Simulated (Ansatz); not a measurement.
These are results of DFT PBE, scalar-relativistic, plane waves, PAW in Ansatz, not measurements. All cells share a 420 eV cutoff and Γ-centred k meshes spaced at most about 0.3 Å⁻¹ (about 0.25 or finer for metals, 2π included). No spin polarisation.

All energies are static (0 K, no zero-point motion).

Question: Order these relaxed structures of AlIn2As3 by energy, lowest first, with the energy over the lowest of them.
A.

```
CELL_PARAMETERS angstrom
4.26282 0.00000 0.00000
-2.13141 3.69171 0.00000
0.00000 0.00000 10.46252
ATOMIC_POSITIONS crystal
Al 0.00000 0.00000 0.00013
In 0.33333 0.66667 0.67236
In 0.66667 0.33333 0.32625
As 0.00000 0.00000 0.76370
As 0.33333 0.66667 0.41785
As 0.66667 0.33333 0.06971
```

B.

```
CELL_PARAMETERS angstrom
-2.12856 2.12856 9.06006
2.12856 -2.12856 9.06006
2.12856 2.12856 -9.06006
ATOMIC_POSITIONS crystal
Al 0.00000 0.00000 0.00000
In 0.66248 0.66248 0.00000
In 0.33752 0.33752 0.00000
As 0.42600 0.92600 0.50000
As 0.07400 0.57400 0.50000
As 0.75000 0.25000 0.50000
```

Answer: B (0 meV/atom), A (10 meV/atom). Forms: B I-4m2; A P3m1. Counting As atoms around Al and In (those within 1.25 times the shortest such distance or 1.15 times the sum of covalent radii): B has Al 4, In 4; A has Al 4, In 4. Both come from invented guesses.

For metals, differences of a few meV/atom aren't resolved. Cells relaxed within their symmetry can be saddle points. Some types were kept out of the candidates beforehand, so the set may lack a known form.
